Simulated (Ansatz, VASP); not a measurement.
**Al in VASP and in Ansatz**

File INCAR:

```
PREC     = Accurate       # precision mode
ENCUT    = 520            # plane-wave cutoff, eV
EDIFF    = 1E-7           # SCF threshold, eV
ISMEAR   = 1              # smearing method
SIGMA    = 0.3            # smearing width, eV
LREAL    = False          # projectors in reciprocal space
LASPH    = True           # aspherical terms in the spheres
NELM     = 80             # most SCF steps
ALGO     = Normal         # electronic algorithm
ISIF     = 2              # what is computed and relaxed
LWAVE    = False          # write WAVECAR
LCHARG   = False          # write CHGCAR
GGA      = PE             # functional
NBANDS   = 8              # bands
```

Contents of KPOINTS:

```
regular mesh
0
Gamma
  13 13 13
```

The input POSCAR:

```
Al
1.0
    0.0000000000      2.0199630948      2.0199630948
    2.0199630948      0.0000000000      2.0199630948
    2.0199630948      2.0199630948      0.0000000000
Al
1
Direct
    0.0000000000      0.0000000000      0.0000000000
```

Input for Ansatz:

```yaml
crystal:
  lattice:
    - [0.0, 2.0199630948, 2.0199630948]
    - [2.0199630948, 0.0, 2.0199630948]
    - [2.0199630948, 2.0199630948, 0.0]
  atoms:
    - { symbol: Al, position: [0.0, 0.0, 0.0] }
hamiltonian:
  xc: pbe
  pseudopotentials:
    kind: paw
    azcp:
      Al: "pseudopotentials/Al.paw.azcp"
basis:
  ecutwfc: 420
  fft_grid_basis: typed
kpoints:
  mp_grid: { grid: [13, 13, 13], shift: [0, 0, 0] }
magnetization:
  spin_polarized: false
scf:
  occupations: { method: methfessel_paxton, width: 0.3 }
  lower_state_search: "off"
output:
  stress: true
```

Alike in both runs: task single point; functional PBE; k mesh 13 × 13 × 13; occupations methfessel-paxton of order 1, width 0.3 eV; no spin polarisation.

```csv
,VASP,Ansatz
version,VASP 6.6.1,Ansatz 0.2.0
potentials or method,"VASP PAW PBE potentials, release 64 (Al)","plane waves (420 eV) with PAW, scalar-relativistic"
plane-wave cutoff (eV),520,420
valence electrons in the cell,3,3
```

```csv
,VASP,Ansatz,Ansatz less VASP
pressure (GPa),-0.1,-0.1,+0.04
```

With one functional, cell and mesh, what is left measures potentials, basis and numerics.
